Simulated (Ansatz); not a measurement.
W:

```xyz
4
Lattice="2.8097 0.0000 0.0000 0.0000 4.8639 0.0000 0.0000 0.0000 4.9237" Properties=species:S:1:pos:R:3 pbc="T T T"
W     2.2285    4.5567    3.6928
W     0.5811    2.1247    3.6928
W     0.5811    0.3072    1.2309
W     2.2285    2.7391    1.2309
```

This isn't the form of W at room conditions, which is bcc.

* Program: Ansatz 0.2.0
* Task: relaxation of cell and atoms
* Functional: PBE
* Potentials or basis: Ansatz PAW
* Cutoff: 420 eV (not typed: the program's choice for these potentials)
* k mesh: 7 × 5 × 5
* Occupations: fermi-dirac, width 0.05 eV
* Spin: no spin polarisation

At the start: volume 16.82 Å³/atom.

How do energy, volume and symmetry change on relaxing?

It ends after 13 steps and the volume is 16.59 Å³/atom (-1.4 %); space group Pbcm (No. 57, to 0.05 Å).

The path:
```
step  energy change (eV)  largest force (eV/Å)  volume (Å³)
   1              0.0000                0.0220        67.29
   2             -0.0161                0.0701        66.44
   3             -0.0477                0.2751        65.03
   4             -0.0854                0.2584        63.37
   5             -0.2831                0.1246        66.85
   6             -0.3176                0.3011        66.45
   7             -0.3440                0.1057        66.40
   8             -0.3501                0.0685        65.91
   9             -0.3542                0.0258        66.32
  10             -0.3545                0.0116        66.29
  11             -0.3545                0.0072        66.37
  12             -0.3546                0.0003        66.34
  13             -0.3546                0.0003        66.34
```

Final structure:
```
W
1.0
     2.64130    0.00000    0.00000
     0.00000    5.23554    0.00000
     0.00000    0.00000    4.79740
W
4
Direct
  0.80666 0.90313 0.75000
  0.19334 0.40313 0.75000
  0.19334 0.09687 0.25000
  0.80666 0.59687 0.25000
```

Caveat: the plane-wave basis is chosen anew once the cell has moved, so the energies of steps on either side of that aren't comparable.
